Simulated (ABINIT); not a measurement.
The system is Be.

```xyz
2
Lattice="2.2853 0.0000 0.0000 -1.1426 1.9791 0.0000 0.0000 0.0000 3.5842" Properties=species:S:1:pos:R:3 pbc="T T T"
Be    1.1427    0.6597    2.6882
Be    0.0000    1.3194    0.8961
```

* Program: ABINIT 10.8.3 (patched build)
* Task: relaxation of cell and atoms
* Functional: PBE
* Dispersion: D3(BJ)
* Potentials or basis: JTH PAW PBE v2.0
* Cutoff: 517 eV
* k mesh: 13 × 13 × 8
* Occupations: fermi-dirac, width 0.05 eV
* Spin: no spin polarisation

At the start: pressure -10.0 GPa; volume 8.11 Å³/atom.

How do energy, volume and symmetry change on relaxing?

Over 7 steps the energy falls by 22.1 meV/atom and the volume is 7.44 Å³/atom (-8.3 %); space group P6_3/mmc (No. 194, to 0.05 Å).

The path:
```
step  energy change (eV)  largest force (eV/Å)  pressure (GPa)  volume (Å³)
   1              0.0000                0.0000           -9.98        16.21
   2             -0.0256                0.0000           -6.74        15.72
   3             -0.0439                0.0000            0.50        14.82
   4             -0.0441                0.0000           -0.02        14.88
   5             -0.0441                0.0000           -0.07        14.88
   6             -0.0441                0.0000           -0.02        14.87
   7             -0.0441                0.0000            0.00        14.87
```

Final structure:
```
Be
1.0
     2.21968    0.00000    0.00000
    -1.10984    1.92230    0.00000
     0.00000    0.00000    3.48529
Be
2
Direct
  0.66667 0.33333 0.75000
  0.33333 0.66667 0.25000
```

Caveat: pairwise dispersion overbinds metals, which lowers pressure and volume.
